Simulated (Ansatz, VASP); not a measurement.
# TiPt3: VASP beside Ansatz

```
Pt Ti
1.0
     3.94828    0.00000    0.00000
     0.00000    3.94828    0.00000
     0.00000    0.00000    3.94828
Pt Ti
3 1
Direct
  0.50000 0.50000 0.00000
  0.50000 0.00000 0.50000
  0.00000 0.50000 0.50000
  0.00000 0.00000 0.00000
```

Change from the starting cell: volume scaled by 1.04.

Alike in both runs: task single point; functional PBEsol; k mesh 7 × 7 × 7; occupations fermi-dirac, width 0.05 eV; no spin polarisation.

```csv
,VASP,Ansatz
version,VASP 6.6.1,Ansatz 0.2.0
potentials or method,"VASP PAW PBE potentials, release 64 (Pt, Ti_sv)",Ansatz PAW
plane-wave cutoff (eV),520,420
valence electrons in the cell,42,66
```

|  | VASP | Ansatz | Ansatz less VASP |
| --- | --- | --- | --- |
| gap on the k mesh at the Fermi level (eV) | none | none | - |
| pressure (GPa) | -9.3 | -9.0 | +0.26 |

A gap of «none» marks a metal or a gap that the smearing closes. The two sets of potentials don't hold the same shells in valence.

Caveats: the PAW data sets were made with another functional, which shifts forces and pressure a little (VASP); the PAW data sets come from PBE, with cores solved anew for the run's functional, which leaves a small shift of forces and pressure (Ansatz). Spin-orbit coupling is left out, which matters for the levels of Pt.
